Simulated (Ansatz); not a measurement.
**Where the states of TiSe2 lie**

```cif
data_structure
_symmetry_space_group_name_H-M 'P-3m1'
_symmetry_Int_Tables_number 164
_cell_length_a 3.5360
_cell_length_b 3.5360
_cell_length_c 6.0040
_cell_angle_alpha 90.000
_cell_angle_beta 90.000
_cell_angle_gamma 120.000
_cell_volume 65.01
loop_
_atom_site_label
_atom_site_type_symbol
_atom_site_symmetry_multiplicity
_atom_site_Wyckoff_symbol
_atom_site_fract_x
_atom_site_fract_y
_atom_site_fract_z
_atom_site_occupancy
Ti1 Ti 1 a 0.00000 0.00000 0.00000 1
Se1 Se 2 d 0.33333 0.66667 0.25520 1
```

The runs use the primitive cell with vectors (3.536, 0.000, 0.000), (-1.768, 3.062, 0.000), (0.000, 0.000, 6.004) Å, to which the k mesh refers.

The cell is COD entry 1548816, which may be a prediction rather than a measurement; nothing was relaxed.

These are results of DFT, PBEsol, all-electron LAPW, scalar-relativistic (Ansatz 0.2.0), not measurements.

Settings: a Γ-centred 12×12×6 k mesh, Fermi–Dirac smearing of 0.03 eV, basis error target 1 meV/atom, no spin polarisation.

States per eV and cell, averaged over 0.6 eV, from -5.2 to 1.8 eV, with energies (bin centres) from the Fermi level; empty bins are left out. The partial columns, the largest 4 alone, are projections on Löwdin-orthogonalised atomic shells (those that the program's projection atoms carry: the occupied ones and, for some elements, an empty d or f shell; other empty shells have no column), summed over atoms of an element. Weights on diffuse s and p shells depend on that basis and aren't pure angular character.

```tsv
E (eV)	total	Se 4p	Ti 3d	Ti 4s	Se 4s
-5.0	1.08	0.79	0.16	0.10	0.02
-4.4	3.08	2.43	0.41	0.13	0.06
-3.8	1.78	1.37	0.25	0.07	0.06
-3.2	1.99	1.46	0.40	0.05	0.05
-2.6	4.20	2.83	1.22	0.03	0.06
-2.0	3.47	2.37	0.97	0.02	0.06
-1.4	2.70	2.14	0.45	0.01	0.04
-0.8	1.21	0.90	0.27	0.00	0.01
-0.2	0.59	0.34	0.23	0.00	0.00
0.4	2.44	0.39	1.95	0.02	0.03
1.0	1.95	0.46	1.45	0.01	0.01
1.6	5.48	0.87	4.49	0.06	0.02
```

Task: Which of the resolved shells contributes most within 0.3 eV of the Fermi level?

Result: Ti 3d, with 63 % of all states there; Se 4p follows with 34 %.

Task: Where is the centre of the filled Ti 3d states between -14 eV and the top of the filled states?

Result: -3.19 eV from the Fermi level.
